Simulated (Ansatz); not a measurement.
# ZrO2: the cost of one run

Computed with Ansatz 0.2.0 (DFT, PBE, plane-wave PAW, default files, scalar-relativistic, frozen cores, as far as a step names no other, unless a step's input says otherwise).

## (1) The structure to begin with

Symmetry: Fm-3m, No. 225, cubic system. The conventional cell has a = 5.090 Å, b = 5.090 Å, c = 5.090 Å, α = 90.00°, β = 90.00°, γ = 90.00°. Zr (site symmetry m-3m) is surrounded by 8 O at 2.20 Å. O (site symmetry -43m) is surrounded by 4 Zr at 2.20 Å.

Coordinates:

```cif
data_structure
_symmetry_space_group_name_H-M 'Fm-3m'
_symmetry_Int_Tables_number 225
_cell_length_a 5.0900
_cell_length_b 5.0900
_cell_length_c 5.0900
_cell_angle_alpha 90.000
_cell_angle_beta 90.000
_cell_angle_gamma 90.000
_cell_volume 131.87
loop_
_atom_site_label
_atom_site_type_symbol
_atom_site_symmetry_multiplicity
_atom_site_Wyckoff_symbol
_atom_site_fract_x
_atom_site_fract_y
_atom_site_fract_z
_atom_site_occupancy
Zr1 Zr 4 a 0.00000 0.00000 0.00000 1
O1 O 8 c 0.25000 0.75000 0.75000 1
```

The earlier run gave: gap on the mesh 3.36 eV, largest force 0.000 eV/Å, pressure 3.7 GPa.

The printed gradients, by site:

| site | atoms | first shell | V_zz (10²¹ V/m²) | η | C_Q (MHz) |
| --- | --- | --- | --- | --- | --- |
| Zr | 1 | 8 O at 2.20 Å | 0.00 | – | 0 (⁹¹Zr) |
| O | 2, 3 | 4 Zr at 2.20 Å | 0.00 | – | 0 (¹⁷O) |

Conventions: |V_zz| ≥ |V_yy| ≥ |V_xx|, η = (V_xx − V_yy)/V_zz, C_Q = eQV_zz/h. Quadrupole moments are those of Pyykkö's year-2017 table.

## (2) Ions relaxed at fixed cell

input.yaml

```yaml
crystal:
  lattice:
    - [0.0, 2.545, 2.545]
    - [2.545, 0.0, 2.545]
    - [2.545, 2.545, 0.0]
  atoms:
    - { symbol: Zr, position: [0.0, 0.0, 0.0] }
    - { symbol: O, position: [0.25, 0.25, 0.25] }
    - { symbol: O, position: [0.75, 0.75, 0.75] }
kpoints:
  mp_grid: { grid: [10, 10, 10] }
scf:
  occupations: { method: fermi_dirac, width: 0.02 }
hamiltonian:
  xc: pbe
  pseudopotentials: { kind: paw, frozen_core: stored }
output:
  forces: true
  stress: true
  populations: true
  efg: { quadrupole_moments_barn: { Zr: -0.176, O: -0.02558 } }
relax:
  f_tol: 0.02
  max_steps: 60
```

On the command line:

```bash
ansatz run input.yaml --threads 1 --pin off --max-ram 3072MiB --backend cpu --events-out ev --progress --plain --runs-dir out
```

What time and memory should one allow on 1 thread of Intel Xeon at 2.50GHz (Skylake/Cascade Lake), shared host?

About 4.6 s, with a peak of 0.36 GiB.
